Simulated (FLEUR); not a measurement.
**C: equation of state with PBE**

Crystal: C.

```
C
1.0
     2.52210    0.00000    0.00000
    -1.26105    2.18420    0.00000
     0.00000    0.00000    8.23710
C
8
Direct
  0.66667 0.33333 0.84375
  0.33333 0.66667 0.34375
  0.66667 0.33333 0.65625
  0.33333 0.66667 0.15625
  0.00000 0.00000 0.90625
  0.00000 0.00000 0.40625
  0.00000 0.00000 0.59375
  0.00000 0.00000 0.09375
```

This is a hexagonal form of diamond, not graphite.

```
Program             : FLEUR MaX-R8.1 (later development tree)
Task                : equation of state
Functional          : PBE
Potentials or basis : all-electron
Basis               : FLAPW
Kmax                : 5 1/bohr
k mesh              : 12 × 12 × 4
Occupations         : fermi-dirac, width 0.05 eV
Spin                : no spin polarisation
```

```yaml
Equilibrium_volume: 5.70 Å³/atom
Bulk_modulus_at_fixed_shape_and_positions: 434 GPa
Pressure_derivative_of_the_bulk_modulus: "3.8 (rough: it moves with the points fitted)"
```

Energy against volume, from the lowest point:
| volume (Å³/atom) | energy (meV/atom) |
| --- | --- |
| 5.332 | 36.20 |
| 5.445 | 16.79 |
| 5.672 | 0.00 |
| 5.899 | 8.56 |
| 6.012 | 20.77 |

Caveat: the cell was scaled at fixed shape and fractional positions, which overstates the stiffness of a crystal with free parameters, most of all of layers and chains.
